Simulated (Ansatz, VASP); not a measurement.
**One calculation of KI, two programs**

The input INCAR:

```
SYSTEM = KI
PREC = Accurate
ENCUT = 520
EDIFF = 1E-7
ISMEAR = -1
SIGMA = 0.05
LREAL = .FALSE.
LASPH = .TRUE.
NELM = 100
ALGO = Normal
ISIF = 2
LWAVE = .FALSE.
LCHARG = .FALSE.
GGA = PE
NBANDS = 15
```

Contents of KPOINTS:

```
Automatic mesh
0
G
  7 7 7
  0 0 0
```

POSCAR

```
KI
1.0
    0.0000000000      3.5090643863      3.5090643863
    3.5090643863      0.0000000000      3.5090643863
    3.5090643863      3.5090643863      0.0000000000
I K
1 1
Direct
    0.5000000000      0.5000000000      0.5000000000
    0.0000000000      0.0000000000      0.0000000000
```

input.yaml

```yaml
crystal:
  lattice:
    - [0.0, 3.5090643863, 3.5090643863]
    - [3.5090643863, 0.0, 3.5090643863]
    - [3.5090643863, 3.5090643863, 0.0]
  atoms:
    - { symbol: I, position: [0.5, 0.5, 0.5] }
    - { symbol: K, position: [0.0, 0.0, 0.0] }
hamiltonian:
  xc: pbe
  pseudopotentials: { kind: paw }
kpoints:
  mp_grid: { grid: [7, 7, 7] }
scf:
  occupations: { method: fermi_dirac, width: 0.05 }
output:
  forces: true
  stress: true
  eigenvalues: true
```

Change from the starting cell: volume scaled by 0.98.

Alike in both runs: task single point; functional PBE; k mesh 7 × 7 × 7; occupations fermi-dirac, width 0.05 eV; no spin polarisation.

|  | VASP | Ansatz |
| --- | --- | --- |
| version | VASP 6.6.1 | Ansatz 0.2.0 |
| potentials or method | VASP PAW PBE potentials, release 64 (I, K_sv) | Ansatz PAW |
| plane-wave cutoff (eV) | 520 | 420 |
| valence electrons in the cell | 16 | 26 |

|  | VASP | Ansatz | Ansatz less VASP |
| --- | --- | --- | --- |
| gap on the k mesh at the Fermi level (eV) | 4.01 | 4.01 | +0.004 |
| least direct gap on the mesh (eV) | 4.01 | 4.01 | +0.004 |
| pressure (GPa) | 0.9 | 0.9 | -0.03 |

The two sets of potentials don't hold the same shells in valence.

Caveats: spin-orbit coupling is left out, which moves the levels of the heavy elements; an odd mesh through Γ misses points on the zone boundary, where band edges often lie (VASP); odd divisions of the mesh miss points on the zone boundary, where band edges often lie, so the gap on the mesh can be too wide (Ansatz).
